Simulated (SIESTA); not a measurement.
Crystal: CdS (Hawleyite).

```
CELL_PARAMETERS angstrom
0.00000 2.91650 2.91650
2.91650 0.00000 2.91650
2.91650 2.91650 0.00000
ATOMIC_POSITIONS crystal
Cd 0.00000 0.00000 0.00000
S 0.75000 0.75000 0.75000
```

Base run:

- Program: SIESTA 5.4.2
- Functional: LDA
- Potentials or basis: PseudoDojo 0.4 standard (LDA files)
- Basis: DZP (energy shift 0.003 Ry; two zetas on semicore shells)
- Grid cutoff: 800 Ry
- Energy shift: 0.003 Ry
- k mesh: 8 × 8 × 8
- Occupations: fermi-dirac, width 0.05 eV
- Spin: no spin polarisation

Its results: band gap on the k mesh 1.12 eV, direct; pressure -2.2 GPa.

Task: The run is repeated on the same cell with these changes: functional from LDA to PBEsol; potentials or basis from PseudoDojo 0.4 standard (LDA files) to PseudoDojo 0.4 standard (PBEsol files). What comes out?

Result: Band gap on the k mesh 1.24 eV, direct; pressure 0.0 GPa.

Caveats: the basis of atomic orbitals isn't converged, which shifts pressures, moduli and gaps.
